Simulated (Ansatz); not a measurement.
## Spin–orbit splittings in PbSe

```
Pb Se
1.0
     0.00000    3.06215    3.06215
     3.06215    0.00000    3.06215
     3.06215    3.06215    0.00000
Pb Se
1 1
Direct
  0.00000 0.00000 0.00000
  0.50000 0.50000 0.50000
```

Atom numbers follow the list: Pb1, Se2.

Conventional cell: a = 6.124 Å, b = 6.124 Å, c = 6.124 Å, α = 90.00°, β = 90.00°, γ = 90.00°. Pb (atom 1) has 6 Se at 3.06 Å as nearest neighbours. Se (atom 2) is surrounded by 6 Pb at 3.06 Å.

The cell is COD entry 9008695, as deposited and not checked against the literature; nothing was relaxed.

Methods: DFT, PBE, all-electron LAPW, scalar-relativistic (Ansatz 0.2.0); DFT, PBE, all-electron LAPW, Dirac equation with spin-orbit coupling (Ansatz 0.2.0).

The runs use a Γ-centred 9×9×9 k mesh, Fermi–Dirac smearing of 0.01 eV, basis error target 0.25 meV/atom, no spin polarisation.

Levels between -6 and 4 eV, each run counted from its own valence-band top. Scalar levels are listed once for both spins; with the coupling every spinor state is counted. Levels near the edges of the range can cross them.

(1) At Γ (0.000, 0.000, 0.000) the scalar-relativistic levels are -1.88 (×3). What are they with spin–orbit coupling?

(2) At K (0.375, 0.375, 0.750) the scalar-relativistic levels are -4.57, -2.73, -2.39, 3.39. What are they with spin–orbit coupling?

(3) Without the coupling the gap is 0.29 eV, direct at L (0.5, 0.5, 0.5) (so small a gap may close at points that the mesh and path miss). And with it?

Results:

(1) -2.21 (×2), -1.54 (×4), 3.24 (×2).

(2) -4.45 (×2), -2.70 (×2), -2.14 (×2), 3.16 (×2).

(3) 0.20 eV, direct at L (0.5, 0.5, 0.5) (so small a gap may close at points that the mesh and path miss).
